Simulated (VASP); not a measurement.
# HgSe (F-43m) in VASP: notebook

The runs below take HgSe through single point, relaxation of cell and atoms, with PBEsol.

Program: VASP 6.6.1. These are calculated values, not measurements. Logs are shortened: lines on timing, memory, paths and dates and some standing lists are left out, and cuts for length are marked.

### Step 1. The structure

Symmetry: F-43m, No. 216, cubic system. Conventional cell: a = 6.134 Å, b = 6.134 Å, c = 6.134 Å, α = 90.00°, β = 90.00°, γ = 90.00°. Hg (site symmetry -43m) has 4 Se at 2.66 Å as nearest neighbours. Se (site symmetry -43m) is surrounded by 4 Hg at 2.66 Å.

### Step 2. Single point, PBEsol (cell and atoms relaxed tightly for response)

INCAR

```
PREC = Accurate
ENCUT = 520
EDIFF = 1E-6
ISMEAR = -1
SIGMA = 0.15
LREAL = False
LASPH = True
NELM = 100
ALGO = Normal
ISIF = 2
LWAVE = False
LCHARG = True
GGA = PS
LELF = True
LVHAR = True
NBANDS = 16
```

KPOINTS

```
Automatic mesh
0
Gamma
  12 12 12
```

POSCAR

```
HgSe
1.0
    0.0000000000      3.0669769453      3.0669769453
    3.0669769453      0.0000000000      3.0669769453
    3.0669769453      3.0669769453      0.0000000000
Hg Se
1 1
Direct
    0.0000000000      0.0000000000      0.0000000000
    0.2500000000      0.2500000000      0.2500000000
```

Potentials or basis: VASP PAW PBE potentials, release 64 (Hg, Se).

Command:

```console
$ cat potpaw_PBE.64/Hg/POTCAR potpaw_PBE.64/Se/POTCAR > POTCAR
$ mpirun -np 1 vasp_std > vasp.out
```

OUTCAR:

```text
PREC = Accurate
   ENCUT = 520
   EDIFF = 1E-6
   ISMEAR = -1
   LREAL = False
   LASPH = True
   NELM = 100
   ISIF = 2
   GGA = PS

 ion  position               nearest neighbor table
   1  0.000  0.000  0.000-   2 2.66   2 2.66   2 2.66   2 2.66
   2  0.250  0.250  0.250-   1 2.66   1 2.66   1 2.66   1 2.66

  LATTYP: Found a face centered cubic cell.
 ALAT       =     6.1339538906

  Lattice vectors:

 A1 = (   0.0000000000,   3.0669769453,   3.0669769453)
 A2 = (   3.0669769453,   0.0000000000,   3.0669769453)
 A3 = (   3.0669769453,   3.0669769453,   0.0000000000)

Analysis of symmetry for initial positions (statically):
=====================================================================
 Subroutine PRICEL returns:
 Original cell was already a primitive cell.

 Routine SETGRP: Setting up the symmetry group for a
 face centered cubic supercell.

 Subroutine GETGRP returns: Found 24 space group operations
 (whereof 24 operations were pure point group operations)
 out of a pool of 48 trial point group operations.

The static configuration has the point symmetry T_d .

Analysis of symmetry for dynamics (positions and initial velocities):
=====================================================================
 Subroutine PRICEL returns:
 Original cell was already a primitive cell.

 Routine SETGRP: Setting up the symmetry group for a
 face centered cubic supercell.

 Subroutine GETGRP returns: Found 24 space group operations
 (whereof 24 operations were pure point group operations)
 out of a pool of 48 trial point group operations.

The dynamic configuration has the point symmetry T_d .

 Subroutine INISYM returns: Found 24 space group operations
 (whereof 24 operations are pure point group operations),
 and found     1 'primitive' translations

----------------------------------------------------------------------------------------

                                     Primitive cell

  volume of cell :      57.6981

  direct lattice vectors                    reciprocal lattice vectors
     0.000000000  3.066976945  3.066976945    -0.163026984  0.163026984  0.163026984
     3.066976945  0.000000000  3.066976945     0.163026984 -0.163026984  0.163026984
     3.066976945  3.066976945  0.000000000     0.163026984  0.163026984 -0.163026984

  length of vectors
     4.337360392  4.337360392  4.337360392     0.282371019  0.282371019  0.282371019

  position of ions in fractional coordinates (direct lattice)
     0.000000000  0.000000000  0.000000000
     0.250000000  0.250000000  0.250000000

  ion indices of the primitive-cell ions
   primitive index   ion index
                 1           1
                 2           2

----------------------------------------------------------------------------------------

 KPOINTS: Automatic mesh

Automatic generation of k-mesh.
 Grid dimensions read from file:
 generate k-points for:   12   12   12

 Generating k-lattice:

  Cartesian coordinates                     Fractional coordinates (reciprocal lattice)
    -0.013585582  0.013585582  0.013585582     0.083333333  0.000000000  0.000000000
     0.013585582 -0.013585582  0.013585582     0.000000000  0.083333333  0.000000000
     0.013585582  0.013585582 -0.013585582     0.000000000  0.000000000  0.083333333

  Length of vectors
     0.023530918  0.023530918  0.023530918

  Shift w.r.t. Gamma in fractional coordinates (k-lattice)
     0.000000000  0.000000000  0.000000000

 Subroutine IBZKPT returns following result:
 ===========================================

 Found     72 irreducible k-points:

 Following reciprocal coordinates:
            Coordinates               Weight
  0.000000  0.000000  0.000000      1.000000
  0.083333  0.000000  0.000000      8.000000
  0.166667  0.000000  0.000000      8.000000
  0.250000  0.000000  0.000000      8.000000
  0.333333  0.000000  0.000000      8.000000
  0.416667  0.000000  0.000000      8.000000
[... 16 lines left out ...]
  0.500000  0.166667  0.000000     24.000000
 -0.416667  0.166667  0.000000     24.000000
 [... further k-points ...]
   k-points           NKPTS =     72   k-points in BZ     NKDIM =     72   number of bands    NBANDS=     16
   number of dos      NEDOS =    301   number of ions     NIONS =      2
   total plane-waves  NPLWV =  32768
   dimension x,y,z NGX =    32 NGY =   32 NGZ =   32
   dimension x,y,z NGXF=    64 NGYF=   64 NGZF=   64
   ions per type =               1   1
   NGX,Y,Z   is equivalent  to a cutoff of  12.27, 12.27, 12.27 a.u.
   NGXF,Y,Z  is equivalent  to a cutoff of  24.53, 24.53, 24.53 a.u.
 SYSTEM =  unknown system
   PREC   = accura    normal or accurate (medium, high low for compatibility)
   ISTART =      0    job   : 0-new  1-cont  2-samecut
   ICHARG =      2    charge: 1-file 2-atom 10-const
   ISPIN  =      1    spin polarized calculation?
   LNONCOLLINEAR =      F non collinear calculations
   LSORBIT =      F    spin-orbit coupling
   LASPH  =      T    aspherical Exc in radial PAW
   ENCUT  =  520.0 eV  38.22 Ry    6.18 a.u.   8.06  8.06  8.06*2*pi/ulx,y,z
   NELM   =    100;   NELMIN=  2; NELMDL= -5     # of ELM steps
   EDIFF  = 0.1E-05   stopping-criterion for ELM
   LREAL  =      F    real-space projection
   EDIFFG = 0.1E-04   stopping-criterion for IOM
   NSW    =      0    number of steps for IOM
   IBRION =     -1    ionic relax: 0-MD 1-quasi-New 2-CG
   NFREE  =      0    steps in history (QN), initial steepest desc. (CG)
   ISIF   =      2    stress and relaxation
   ISYM   =      2    0-nonsym 1-usesym 2-fastsym
   POTIM  = 0.5000    time-step for ionic-motion
   TEBEG  =    0.0;   TEEND  =   0.0 temperature during run
   PSTRESS=    0.0 pullay stress
   NELECT =      18.0000    total number of electrons
   NUPDOWN=      -1.0000    fix difference up-down
   EMIN   =  10.00;   EMAX   =-10.00  energy-range for DOS
   EFERMI =   0.00;   METHOD = LEGACY
   ISMEAR =    -1;   SIGMA  =   0.15  broadening in eV -4-tet -1-fermi 0-gaus
   EFERMI_NEDOS =   21; number of points for ismear=-14 and -15
   IALGO  =     38    algorithm
   IMIX   =      4    mixing-type and parameters
     AMIX     =   0.40;   BMIX     =  1.00
     AMIX_MAG =   1.60;   BMIX_MAG =  1.00
  volume/ion in A,a.u.               =      28.85       194.68
  Fermi-wavevector in a.u.,A,eV,Ry     =   1.110312  2.098186 16.773173  1.232793
  Thomas-Fermi vector in A             =   2.246862
   LORBIT       =      0    0 simple, 1 ext, 2 COOP (PROOUT), +10 PAW based schemes
   GGA     = PS    functional components
   LHFCALC =     F    Hartree Fock is set to
   AEXX    =    0.0000 exact exchange contribution
   IVDW    =     0    specifies the selected vdW correction
   LEPSILON=     F    determine dielectric tensor
   LRPA    =     F    only Hartree local field effects (RPA)
 non-spin polarized calculation
  energy-cutoff  :      520.00
  volume of cell :       57.70
 maximum number of plane-waves:      1588
   NGX = 17   NGY = 17   NGZ = 17

 number of electron      18.0000001 magnetization

 Free energy of the ion-electron system (eV)
  ---------------------------------------------------
  ext. energy  EPLUGINS =         0.00000000
  ---------------------------------------------------
  free energy    TOTEN  =        -4.81296721 eV

  energy without entropy =       -4.80543707  energy(sigma->0) =       -4.80920214

 E-fermi :   1.6361     XC(G=0):  -9.1378

 val. band max:        1.3676075547   @ k =   0.0000   0.0000   0.0000
 cond. band min:       1.6937163382   @ k =   0.0833   0.0000   0.0000
 fundamental gap:      0.3261087836
 Fermi energy:         1.6360907496

 k-point     1 :       0.0000    0.0000    0.0000
  band No.  band energies     occupation
      1     -11.9475      2.00000
      2      -5.6541      2.00000
      3      -5.6541      2.00000
      4      -5.6541      2.00000
      5      -4.9447      2.00000
      6      -4.9447      2.00000
[... 8 lines left out ...]
     15      12.5966      0.00000
     16      12.5966      0.00000

 k-point     2 :       0.0833    0.0000    0.0000
  band No.  band energies     occupation
      1     -11.9186      2.00000
      2      -5.6432      2.00000
      3      -5.6407      2.00000
      4      -5.6407      2.00000
      5      -4.9461      2.00000
      6      -4.9461      2.00000
[... 8 lines left out ...]
     15      12.0093      0.00000
     16      12.0093      0.00000

 k-point     3 :       0.1667    0.0000    0.0000
  band No.  band energies     occupation
      1     -11.8384      2.00000
      2      -5.6051      2.00000
      3      -5.6051      2.00000
      4      -5.5987      2.00000
      5      -4.9472      2.00000
      6      -4.9472      2.00000
[... 8 lines left out ...]
     15      11.5165      0.00000
     16      11.5165      0.00000

 k-point     4 :       0.2500    0.0000    0.0000
  band No.  band energies     occupation
      1     -11.7260      2.00000
      2      -5.5603      2.00000
      3      -5.5603      2.00000
      4      -5.4895      2.00000
      5      -4.9421      2.00000
      6      -4.9421      2.00000
[... 8 lines left out ...]
     15      11.4251      0.00000
     16      11.4251      0.00000
[... 324 lines left out ...]
 k-point    22 :       0.4167    0.1667    0.0000
  band No.  band energies     occupation
      1     -11.5158      2.00000
      2      -5.5025      2.00000
      3      -5.4234      2.00000
      4      -5.2077      2.00000
      5      -4.8930      2.00000
      6      -4.8870      2.00000
[... 8 lines left out ...]
     15      12.5013      0.00000
     16      13.1103      0.00000

 k-point    23 :       0.5000    0.1667    0.0000
  band No.  band energies     occupation
      1     -11.4545      2.00000
      2      -5.4757      2.00000
      3      -5.4135      2.00000
      4      -5.0338      2.00000
      5      -4.8929      2.00000
      6      -4.7008      2.00000
[... 8 lines left out ...]
     15      12.5785      0.00000
     16      13.2113      0.00000

 k-point    24 :      -0.4167    0.1667    0.0000
  band No.  band energies     occupation
      1     -11.4465      2.00000
      2      -5.4657      2.00000
      3      -5.4232      2.00000
      4      -4.9676      2.00000
      5      -4.9163      2.00000
      6      -4.6458      2.00000
[... 8 lines left out ...]
     15      12.3352      0.00000
     16      12.5273      0.00000

 [... further k-points ...]

------------------------ aborting loop because EDIFF is reached ----------------------------------------

  FORCE on cell =-STRESS in cart. coord.  units (eV):
  Direction    XX          YY          ZZ          XY          YZ          ZX
  --------------------------------------------------------------------------------------
  -------------------------------------------------------------------------------------
  Total        0.0987800      0.0987800      0.0987800      0.0000000     -0.0000000     -0.0000000
  in kB        2.7429520      2.7429520      2.7429520      0.0000000     -0.0000000     -0.0000000
  external PRESSURE =       2.7429520 kB  Pullay stress =       0.0000000 kB

 VOLUME and BASIS-vectors are now :
 -----------------------------------------------------------------------------
  energy-cutoff  :      520.00
  volume of cell :       57.70
      direct lattice vectors                 reciprocal lattice vectors
     0.000000000  3.066976945  3.066976945    -0.163026984  0.163026984  0.163026984
     3.066976945  0.000000000  3.066976945     0.163026984 -0.163026984  0.163026984
     3.066976945  3.066976945  0.000000000     0.163026984  0.163026984 -0.163026984

 POSITION                                       TOTAL-FORCE (eV/Angst)
 -----------------------------------------------------------------------------------
      0.00000      0.00000      0.00000        -0.000000     -0.000000     -0.000000
      1.53349      1.53349      1.53349         0.000000      0.000000      0.000000
 -----------------------------------------------------------------------------------
    total drift:                               -0.000000     -0.000000     -0.000000

  FREE ENERGIE OF THE ION-ELECTRON SYSTEM (eV)
  ---------------------------------------------------
  free  energy   TOTEN  =        -4.8129672143 eV

  energy  without entropy=       -4.8054370687  energy(sigma->0) =       -4.80920214
```

Run time: 47 s. Hardware: 1 thread of AMD EPYC 7R43 (Zen 3), shared host; peak memory 0.19 GiB.

Results:

* Free energy: -4.8130 eV
* Pressure: 0.3 GPa
* Band gap on the k mesh: none (metal or under the smearing width)

Levels at points of the mesh, in eV from the Fermi level:
```tsv
k point	band 5	band 6	band 7	band 8	band 9	band 10	band 11	band 12	band 13	band 14
(0.00, 0.00, 0.00)	-6.58	-6.58	-1.33	-0.27	-0.27	-0.27	5.18	5.18	5.18	8.00
(0.50, 0.00, 0.00)	-6.54	-6.28	-5.67	-1.20	-1.20	0.76	5.92	5.92	6.57	8.79
(0.50, 0.50, 0.00)	-6.47	-6.24	-5.27	-2.49	-2.49	2.43	2.66	8.01	9.38	9.38
```

Caveat: the PAW data sets were made with another functional, which shifts forces and pressure a little. Spin-orbit coupling is left out, which matters for the levels of Hg.

### Step 3. Relaxation of cell and atoms, PBEsol (cell and atoms relaxed tightly for response)

INCAR

```
SYSTEM = HgSe
ALGO     = Normal         ! electronic algorithm
EDIFF    = 1E-6           ! SCF threshold, eV
EDIFFG   = -0.001         ! ionic threshold
ENCUT    = 600            ! plane-wave cutoff, eV
GGA      = PS             ! functional
IBRION   = 2              ! ionic algorithm
ISIF     = 3              ! what is computed and relaxed
ISMEAR   = -1             ! smearing method
LASPH    = .TRUE.         ! aspherical terms in the spheres
LCHARG   = .FALSE.        ! write CHGCAR
LREAL    = .FALSE.        ! projectors in reciprocal space
LWAVE    = .FALSE.        ! write WAVECAR
NELM     = 100            ! most SCF steps
NSW      = 80             ! ionic steps
PREC     = Accurate       ! precision mode
SIGMA    = 0.15           ! smearing width, eV
```

KPOINTS

```
k-points
0
G
  12 12 12
  0 0 0
```

POSCAR is that of step 2.

Potentials or basis: VASP PAW PBE potentials, release 64 (Hg, Se).

Command:

```console
$ cat potpaw_PBE.64/Hg/POTCAR potpaw_PBE.64/Se/POTCAR > POTCAR
$ mpirun -np 1 vasp_std > vasp.out
```

It took 2.2 min on 1 thread of AMD EPYC 7R43 (Zen 3), shared host; peak memory 0.23 GiB.

The run converged. Its results:

```yaml
Free_energy: -4.8133 eV
Relaxed_volume: 29.04 Å³/atom
Relaxed_cell: a = 4.347 Å, b = 4.347 Å, c = 4.347 Å, α = 60.00°, β = 60.00°, γ = 60.00°
Space_group_after_relaxing_to_0.05_Å: F-43m (No. 216)
Energy_gained_by_relaxing: 0.2 meV/atom
Ionic_steps: 4
Pressure_after_relaxing: 0.0 GPa
Band_gap_on_the_k_mesh: none (metal or under the smearing width)
```

The path:
```tsv
step	energy change (eV)	largest force (eV/Å)	pressure (GPa)	volume (Å³)
1	0.0000	0.0000	0.32	57.70
2	-0.0003	0.0000	-0.12	58.18
3	-0.0004	0.0000	0.04	58.05
4	-0.0003	0.0000	-0.01	58.08
```

Final structure:
```yaml
crystal:
  lattice:
    - [0.00000, 3.07374, 3.07374]
    - [3.07374, 0.00000, 3.07374]
    - [3.07374, 3.07374, 0.00000]
  atoms:
    - { symbol: Hg, position: [0.00000, 0.00000, 0.00000] }
    - { symbol: Se, position: [0.25000, 0.25000, 0.25000] }
```

Levels at points of the mesh, in eV from the Fermi level:
```csv
k point,band 7,band 8,band 9,band 10,band 11,band 12
"(0.00, 0.00, 0.00)",-1.34,-0.27,-0.27,-0.27,5.19,5.19
"(0.50, 0.00, 0.00)",-5.62,-1.19,-1.19,0.76,5.93,5.93
"(0.50, 0.50, 0.00)",-5.24,-2.46,-2.46,2.42,2.68,7.99
```

Caveat: the PAW data sets were made with another functional, which shifts forces and pressure a little.

### Step 4. Single point, PBEsol

INCAR

```
SYSTEM = HgSe
  PREC = Accurate
  ENCUT = 520
  EDIFF = 1E-6
  ISMEAR = 0
  SIGMA = 0.1
  LREAL = .FALSE.
  LASPH = .TRUE.
  NELM = 60
  ALGO = Normal
  ISIF = 2
  LWAVE = .FALSE.
  LCHARG = .FALSE.
  GGA = PS
  NBANDS = 16
```

KPOINTS

```
regular mesh
0
G
  12 12 12
  0 0 0
```

POSCAR

```
HgSe
1.0
    0.0000000000      3.0669769440      3.0669769440
    3.0669769440      0.0000000000      3.0669769440
    3.0669769440      3.0669769440      0.0000000000
Hg Se
1 1
Direct
    0.0000000000      0.0000000000      0.0000000000
    0.2500000000      0.2500000000      0.2500000000
```

Command:

```console
$ cat potpaw_PBE.64/Hg/POTCAR potpaw_PBE.64/Se/POTCAR > POTCAR
$ mpirun -np 1 vasp_std > vasp.out
```

Run time: 24 s. Hardware: 1 thread of Intel Xeon 6975P-C (Granite Rapids), shared host; peak memory 0.22 GiB.

The run converged. Its results:

```yaml
Free_energy: -4.8105 eV
Pressure: 0.3 GPa
Band_gap_on_the_k_mesh: none (metal or under the smearing width)
```

Levels at points of the mesh, in eV from the Fermi level:
```
           k point  band 5  band 6  band 7  band 8  band 9  band 10  band 11  band 12  band 13  band 14
(0.00, 0.00, 0.00)   -6.38   -6.38   -1.13   -0.07   -0.07    -0.07     5.38     5.38     5.38     8.20
(0.50, 0.00, 0.00)   -6.34   -6.08   -5.47   -1.00   -1.00     0.96     6.12     6.12     6.77     8.99
(0.50, 0.50, 0.00)   -6.27   -6.04   -5.07   -2.29   -2.29     2.63     2.86     8.21     9.58     9.58
```

Caveat: the PAW data sets were made with another functional, which shifts forces and pressure a little. Spin-orbit coupling is left out, which matters for the levels of Hg.

### Step 5. The runs side by side

```tsv
task	cell	cutoff (eV)	smearing	gap on the mesh (eV)	pressure (GPa)
single point	cell and atoms relaxed tightly for response	520	fermi-dirac 0.15 eV	none	0.3
relaxation of cell and atoms	relaxed from: cell and atoms relaxed tightly for response	600	fermi-dirac 0.15 eV	none	0.0
single point	as given	520	gaussian 0.1 eV	none	0.3
```

Alike in all rows: level PBEsol; potentials or basis VASP PAW PBE potentials, release 64 (Hg, Se); no spin polarisation; k mesh 12 × 12 × 12.

Caveats: the PAW data sets were made with another functional, which shifts forces and pressure a little.

Absolute energies hang on the potentials; compare differences alone.
